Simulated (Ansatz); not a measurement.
# NaI: a single-point run

Aim: a sound single-point run of NaI. The structure is shown as the input types it. The cell is built on a prototype (zincblende) and needn't be the phase found in nature.

Computed with Ansatz 0.2.0 (density functional or hybrid calculation with the settings of its input, plane waves (as first typed), unless a step's input says otherwise).

4 further runs of the same task are left out: 4 that didn't finish.

### Step 1. The starting structure

The structure is cubic, space group F-43m (No. 216). The conventional cell has a = 7.086 Å, b = 7.086 Å, c = 7.086 Å, α = 90.00°, β = 90.00°, γ = 90.00°. Na (site symmetry -43m) is surrounded by 4 I at 3.07 Å. I (site symmetry -43m) is surrounded by 4 Na at 3.07 Å.

Structure file:

```
Na I
1.0
     0.00000    3.54319    3.54319
     3.54319    0.00000    3.54319
     3.54319    3.54319    0.00000
Na I
1 1
Direct
  0.00000 0.00000 0.00000
  0.25000 0.25000 0.25000
```

### Step 2. The calculation

Contents of input.yaml:

```yaml
crystal:
  lattice:
    - [0.0, 3.5431916648, 3.5431916648]
    - [3.5431916648, 0.0, 3.5431916648]
    - [3.5431916648, 3.5431916648, 0.0]
  atoms:
    - { symbol: Na, position: [0.0, 0.0, 0.0] }
    - { symbol: I, position: [0.25, 0.25, 0.25] }
kpoints:
  mp_grid: { grid: [1, 1, 1] }
hamiltonian:
  xc: pbesol
scf:
  occupations: { method: fixed }
  n_extra_bands: 4
output:
  forces: true
  stress: true
  eigenvalues: true
```

On the command line:

```bash
$ ansatz run input.yaml --threads 4 --pin off --max-ram 3686MiB --backend cpu --events-out ev --progress --plain --runs-dir out
```

**Question.** How will this run end, and is anything wrong with its input?

The run converged and reported no error. That alone doesn't make the input a sound one.

In the input, kpoints.mp_grid.grid is [1, 1, 1]. Band dispersion is ignored when only one k-point is used.

To check: set kpoints.mp_grid.grid to [4, 4, 4].
